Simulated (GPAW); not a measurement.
The system is La2O3.

```
La O
1.0
     3.93078    0.00000    0.00000
    -1.96539    3.40415    0.00000
     0.00000    0.00000    6.11195
La O
2 3
Direct
  0.33333 0.66667 0.24624
  0.66667 0.33333 0.75376
  0.00000 0.00000 0.00000
  0.33333 0.66667 0.64589
  0.66667 0.33333 0.35411
```

The cell is a database's computed one.

Base run:

| Quantity | Value |
| --- | --- |
| Program | GPAW 26.7.0 |
| Functional | PBE |
| Potentials or basis | GPAW PAW data sets (gpaw-data 1.2.1) |
| Cutoff | 680 eV |
| Basis | pw |
| k mesh | 5 × 5 × 3 |
| Occupations | fermi-dirac, width 0.2 eV |
| Spin | no spin polarisation |

Its results: band gap on the k mesh 4.04 eV, indirect (least direct gap 4.18 eV); pressure 1.3 GPa; largest force 0.043 eV/Å.

Q: The run is repeated on the same cell with these changes: functional from PBE to r2SCAN; cutoff from 680 eV to 800 eV; occupations from fermi-dirac, width 0.2 eV to fermi-dirac, width 0.05 eV. What comes out?

A: Band gap on the k mesh 4.44 eV, indirect (least direct gap 4.58 eV); pressure 1.0 GPa; largest force 0.069 eV/Å.

Caveats: one-centre terms of the f shell are cut off; spin-orbit coupling is left out, which moves the levels of the heavy elements; the cutoff is short for stress and forces, so pressures can be off by a GPa or more (some runs); an odd mesh through Γ misses points on the zone boundary, where band edges often lie (some runs); the PAW data sets were made with another functional, which shifts forces and pressure a little (some runs); the mesh misses the band edges, which the band path finds closer together (some runs).

Not every run made on this cell is shown here.
